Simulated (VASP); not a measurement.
Be:

```xyz
1
Lattice="0.0000 1.5791 1.5791 1.5791 0.0000 1.5791 1.5791 1.5791 0.0000" Properties=species:S:1:pos:R:3 pbc="T T T"
Be    0.0000    0.0000    0.0000
```

The cell was built by a generator and needn't be a form met in nature.

Program: VASP 6.6.1. Alike in all runs: task band structure; potentials or basis VASP PAW PBE potentials, release 64 (Be); no spin polarisation; cell as given; k mesh 14 × 14 × 14; cutoff (eV) 520; smearing fermi-dirac 0.05 eV. Hardware: 1 thread of AMD EPYC 9R45 96-Core Processor (Zen 5) (shared host).

Order these runs on this cell by their wall time, lowest first.
A. level TB-mBJ
B. level SCAN
C. level RPBE

C (3.3 s), A (7.1 s), B (25 s).
